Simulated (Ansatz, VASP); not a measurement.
Given: the input of a run of Ansatz 0.2.0 on ZnS. 

Contents of input.yaml:

```yaml
crystal:
  lattice:
    - [0.0, 2.702, 2.702]
    - [2.702, 0.0, 2.702]
    - [2.702, 2.702, 0.0]
  atoms:
    - { symbol: Zn, position: [0.75, 0.75, 0.75] }
    - { symbol: S, position: [0.0, 0.0, 0.0] }
kpoints:
  mp_grid: { grid: [9, 9, 9] }
scf:
  occupations: { method: gaussian, width: 0.026 }
hamiltonian:
  xc: pbe
  pseudopotentials: { kind: all_electron, lapw: { basis_error: 0.001 } }
output:
  forces: true
  stress: true
  eigenvalues: true
```

Potentials or basis: all-electron LAPW, scalar-relativistic.

Launch:

```bash
$ ansatz run input.yaml --threads 1 --pin off --max-ram 3072MiB --backend cpu --events-out ev --progress --plain --runs-dir out
```

**Question.** What does the same run look like in VASP 6.6.1? Potentials or basis there: PBE PAW files S, Zn, 520 eV.

**Answer.** As run (cutoffs and basis follow the program's own potentials, and thresholds, step limits or extra output files can differ):

INCAR

```
SYSTEM = ZnS
PREC = Accurate
ENCUT = 520
EDIFF = 1E-6
ISMEAR = 0
SIGMA = 0.026000000000000002
LREAL = .False.
LASPH = .True.
NELM = 100
ALGO = Normal
ISIF = 2
LWAVE = .False.
LCHARG = .True.
GGA = PE
LELF = .True.
LVHAR = .True.
NBANDS = 16
```

File KPOINTS:

```
regular mesh
0
Gamma
  9 9 9
  0 0 0
```

File POSCAR:

```
ZnS
1.0
    0.0000000000      2.7020000000      2.7020000000
    2.7020000000      0.0000000000      2.7020000000
    2.7020000000      2.7020000000      0.0000000000
Zn S
1 1
Direct
    0.7500000000      0.7500000000      0.7500000000
    0.0000000000      0.0000000000      0.0000000000
```

Potentials or basis: VASP PAW PBE potentials, release 64 (Zn, S).

The run is started by

```sh
$ cat potpaw_PBE.64/Zn/POTCAR potpaw_PBE.64/S/POTCAR > POTCAR
$ mpirun -np 1 vasp_std > vasp.out
```

Both were run:

|  | Ansatz | VASP |
| --- | --- | --- |
| Pressure | 1.6 GPa | 1.8 GPa |

Where Ansatz's input types no cutoff or centring, it takes its own default and a Γ-centred mesh.

Pressure is positive in compression.
